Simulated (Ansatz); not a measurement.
# Si: equation of state

One table from this session's results is given with a row withheld; the runs are named, their logs left out.

Program: Ansatz 0.2.0. Level of theory: DFT PBE, scalar-relativistic. These are calculated values, not measurements.

## The structure to begin with

It takes space group Imma (No. 74, orthorhombic). Conventional cell: a = 4.502 Å, b = 4.737 Å, c = 2.550 Å, α = 90.00°, β = 90.00°, γ = 90.00°. Si (site symmetry mm2) has 8 Si at 2.39 to 2.74 Å as nearest neighbours.

Coordinates:

```cif
data_structure
_symmetry_space_group_name_H-M 'Imma'
_symmetry_Int_Tables_number 74
_cell_length_a 4.5020
_cell_length_b 4.7370
_cell_length_c 2.5500
_cell_angle_alpha 90.000
_cell_angle_beta 90.000
_cell_angle_gamma 90.000
_cell_volume 54.38
loop_
_atom_site_label
_atom_site_type_symbol
_atom_site_symmetry_multiplicity
_atom_site_Wyckoff_symbol
_atom_site_fract_x
_atom_site_fract_y
_atom_site_fract_z
_atom_site_occupancy
Si1 Si 4 e 0.00000 0.75000 0.55700 1
```

The file gives the conventional cell by its symmetry; the runs use the cell typed in the input.

The cell comes from a crystallographic database entry that wasn't checked; take it as a given geometry, which may be far from equilibrium.

Atoms are numbered in the order of the input: Si1, Si2.

The first run:

input.yaml

```yaml
crystal:
  lattice:
    - [-2.2128400857, 2.3283481754, 1.2533856549]
    - [2.2128400857, -2.3283481754, 1.2533856549]
    - [2.2128400857, 2.3283481754, -1.2533856549]
  atoms:
    - { symbol: Si, position: [0.807, 0.557, 0.25] }
    - { symbol: Si, position: [0.193, 0.443, 0.75] }
kpoints:
  mp_grid: { grid: [16, 16, 16] }
scf:
  occupations: { method: fermi_dirac, width: 0.05 }
hamiltonian:
  xc: pbe
  pseudopotentials: { kind: all_electron, lapw: { basis_error: 0.0005 } }
output:
  forces: true
  stress: true
  eigenvalues: true
```

Among the steps run: Volume × 0.95, LAPW; Volume × 0.95, PAW; Volume × 0.95, crystal datasets; Volume × 0.975, LAPW; Volume × 0.975, PAW; Volume × 1.025, LAPW; Volume × 1.025, PAW; Volume × 1.05, LAPW; Volume × 1.05, PAW; Volume × 1.05, crystal datasets.

One table of the session follows, with a row left open; its other results are not shown here.

```
          method  volume (Å³/atom)  pressure (GPa)  largest force (eV/Å)
            LAPW            12.916           25.59                 0.056
            LAPW            13.255           20.36                 0.028
            LAPW            13.595           15.74                 0.004
            LAPW            13.935           11.65                 0.019
            LAPW            14.275            8.04                 0.038
             PAW            12.916           25.63                 0.056
             PAW            13.255           20.39                 0.028
             PAW            13.595           15.76                 0.003
             PAW            13.935           11.66                 0.019
             PAW            14.275               ?                     ?
crystal datasets            12.916           25.58                 0.056
crystal datasets            13.595           15.74                 0.004
crystal datasets            14.275            8.04                 0.038
```

Estimate the missing values for PAW, 14.275.

The run gave: pressure (GPa): 8.05; largest force (eV/Å): 0.039. In the column «pressure (GPa)» it lies between crystal datasets, 14.275 (8.04) and LAPW, 13.935 (11.65).

Caveats from the session: Warnings in the runs' records: crystal datasets made.
